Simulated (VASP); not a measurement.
Write the native input for VASP 6.6.1 that does the following.

- Task: relaxation of the atoms
- Functional: PBEsol
- Potentials or basis: VASP PAW PBE potentials, release 64 (Rb_sv, Cl)
- Cutoff: 600 eV
- k mesh: 8 × 8 × 8
- Occupations: gaussian, width 0.03 eV
- Spin: no spin polarisation
- Further INCAR settings: ALGO = Fast; EDIFF = 1e-07; IBRION = 2; EDIFFG = -0.01; NSW = 40

The structure of RbCl lies in POSCAR:

```
RbCl                                    
1.0
    0.0000000000      3.2071649199      3.2071649199
    3.2071649199      0.0000000000      3.2071649199
    3.2071649199      3.2071649199      0.0000000000
  Rb              Cl            
     1     1
Direct
     0.0000000000000000    0.0000000000000000    0.0000000000000000
     0.5000000000000000    0.5000000000000000    0.5000000000000000
```

The cell isn't the ideal one: a relaxed cell with its volume scaled by 0.94.

One way to write it, as run:

INCAR

```
SYSTEM = RbCl
  ALGO = Fast
  EDIFF = 1E-7
  EDIFFG = -0.01
  ENCUT = 600
  GGA = PS
  IBRION = 2
  ISIF = 2
  ISMEAR = 0
  LASPH = .True.
  LCHARG = .False.
  LREAL = .False.
  LWAVE = .False.
  NELM = 80
  NSW = 40
  PREC = Accurate
  SIGMA = 0.03
```

KPOINTS

```
k-points
0
Gamma
  8 8 8
  0 0 0
```

Potentials or basis: VASP PAW PBE potentials, release 64 (Rb_sv, Cl).

Run with:

```bash
$ cat potpaw_PBE.64/Rb_sv/POTCAR potpaw_PBE.64/Cl/POTCAR > POTCAR
$ mpirun -np 1 vasp_std > vasp.out
```

It gave:

The pressure after relaxing is 1.2 GPa and the band gap on the k mesh is 5.08 eV, direct.

Caveat: the relaxation stopped at its first step, so nothing moved; the PAW data sets were made with another functional, which shifts forces and pressure a little.

It took 15 s on 1 thread of Intel(R) Xeon(R) 6975P-C (Granite Rapids), on a shared host, peak memory 0.21 GiB.
